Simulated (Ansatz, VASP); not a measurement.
# One calculation of Sn3Se, two programs

```
CELL_PARAMETERS angstrom
0.00000 3.57741 3.57741
3.57741 0.00000 3.57741
3.57741 3.57741 0.00000
ATOMIC_POSITIONS crystal
Sn 0.25000 0.25000 0.25000
Sn 0.75000 0.75000 0.75000
Sn 0.50000 0.50000 0.50000
Se 0.00000 0.00000 0.00000
```

The cell comes from a database or a generator and needn't be the stable form of this composition.

Alike in both runs: task single point; functional r2SCAN; k mesh 6 × 6 × 6; occupations fermi-dirac, width 0.3 eV; no spin polarisation.

```csv
,VASP,Ansatz
version,VASP 6.6.1,Ansatz 0.2.0
potentials or method,"VASP PAW PBE potentials, release 64 (Sn_d, Se)","plane waves, norm-conserving potentials"
plane-wave cutoff (eV),520,1230
valence electrons in the cell,48,58
```

```tsv
	VASP	Ansatz	Ansatz less VASP
gap on the k mesh at the Fermi level (eV)	none	none	-
pressure (GPa)	7.9	7.8	-0.05
```

A gap of «none» marks a metal or a gap that the smearing closes. With one functional, cell and mesh, what is left measures potentials, basis and numerics. The two sets of potentials don't hold the same shells in valence.

Caveats: the PAW data sets were made with another functional, which shifts forces and pressure a little (VASP).
